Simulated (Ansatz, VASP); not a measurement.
**Ir: VASP beside Ansatz**

```xyz
2
Lattice="0.0000 2.6675 2.6675 2.6675 0.0000 2.6675 2.6675 2.6675 0.0000" Properties=species:S:1:pos:R:3 pbc="T T T"
Ir   -0.6669   -0.6669   -0.6669
Ir    0.6669    0.6669    0.6669
```

Change from the starting cell: volume scaled by 0.88, LAPW.

Alike in both runs: task single point; functional PBE; k mesh 14 × 14 × 14; occupations fermi-dirac, width 0.05 eV; no spin polarisation.

|  | VASP | Ansatz |
| --- | --- | --- |
| version | VASP 6.6.1 | Ansatz 0.2.0 |
| potentials or method | VASP PAW PBE potentials, release 64 (Ir), cutoff 520 eV | all-electron LAPW, scalar-relativistic |

Ansatz gave:

- pressure (GPa): 32.5

**Question.** Which values does VASP return?

**Answer.** Pressure (GPa): 31.1.

Ansatz ran all-electron here, so the differences hold the error of VASP's frozen core and of both bases.

Caveats: so large a pressure means that the cell lies far from this level's equilibrium, or that cutoff or potentials fall short (VASP). Spin-orbit coupling is left out, which matters for the levels of Ir.
